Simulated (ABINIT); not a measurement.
InP:

```
CELL_PARAMETERS angstrom
0.00000 2.93050 2.93050
2.93050 0.00000 2.93050
2.93050 2.93050 0.00000
ATOMIC_POSITIONS crystal
In 0.00000 0.00000 0.00000
P 0.75000 0.75000 0.75000
```

```yaml
Program: ABINIT 10.8.3 (patched build)
Task: relaxation of cell and atoms
Functional: PBE
Potentials_or_basis: JTH PAW PBE v2.0
Cutoff: 599 eV
k_mesh: 6 × 6 × 6
Occupations: fermi-dirac, width 0.05 eV
Spin: no spin polarisation
```

At the start: pressure 3.4 GPa; volume 25.17 Å³/atom.

Problem. How do energy, volume and symmetry change on relaxing?

Solution. Over 5 steps the energy falls by 13.1 meV/atom and the volume is 26.47 Å³/atom (+5.2 %); space group F-43m (No. 216, to 0.05 Å).

Step by step:
| step | energy change (eV) | largest force (eV/Å) | pressure (GPa) | volume (Å³) |
| --- | --- | --- | --- | --- |
| 1 | 0.0000 | 0.0000 | 3.36 | 50.33 |
| 2 | -0.0097 | 0.0000 | 2.61 | 50.85 |
| 3 | -0.0260 | 0.0000 | 0.17 | 52.78 |
| 4 | -0.0261 | 0.0000 | 0.01 | 52.92 |
| 5 | -0.0261 | 0.0000 | 0.00 | 52.93 |

Final structure:
```cif
data_structure
_symmetry_space_group_name_H-M 'P 1'
_symmetry_Int_Tables_number 1
_cell_length_a 4.2145
_cell_length_b 4.2145
_cell_length_c 4.2145
_cell_angle_alpha 60.000
_cell_angle_beta 60.000
_cell_angle_gamma 60.000
_cell_volume 52.93
loop_
_atom_site_label
_atom_site_type_symbol
_atom_site_fract_x
_atom_site_fract_y
_atom_site_fract_z
_atom_site_occupancy
In1 In 0.00000 0.00000 0.00000 1
P1 P 0.75000 0.75000 0.75000 1
```
